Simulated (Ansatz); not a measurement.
Here is an Ansatz 0.2.0 calculation.

The input input.yaml:

```yaml
crystal:
  lattice:
    - [0.0, 2.702, 2.702]
    - [2.702, 0.0, 2.702]
    - [2.702, 2.702, 0.0]
  atoms:
    - { symbol: Zn, position: [0.75, 0.75, 0.75] }
    - { symbol: S, position: [0.0, 0.0, 0.0] }
kpoints:
  mp_grid: { grid: [9, 9, 9] }
scf:
  occupations: { method: gaussian, width: 0.02 }
hamiltonian:
  xc: pbe
  pseudopotentials: { kind: all_electron, lapw: { basis_error: 0.001 } }
output:
  forces: true
  stress: true
  eigenvalues: true
```

Potentials or basis: all-electron LAPW, scalar-relativistic.

Command:

```bash
$ ansatz run input.yaml --threads 1 --pin off --max-ram 3072MiB --backend cpu --events-out ev --progress --plain --runs-dir out
```

(1) What does it give for the pressure?

(2) Predict the band gap on the k mesh.

## Answers

(1) 1.6 GPa.

(2) 2.11 eV, direct.

**What was measured.**

From “Electronic, vibrational, and thermodynamic properties of ZnS (zincblende and rocksalt structure)”, 2009, arxiv:0911.5022, for a bulk crystal of ZnS at 19 K: band gap 3.85 eV (direct).

Against the measured gap of ZnS, 3.85 eV (direct; 19 K; quoted in “Electronic, vibrational, and thermodynamic properties of ZnS (zincblende and rocksalt structure)”, 2009, arxiv:0911.5022), the calculated 2.11 eV is off by -1.74 eV. The value is that of PBE, without temperature or zero-point motion. Semilocal functionals fall short of measured gaps as a rule.
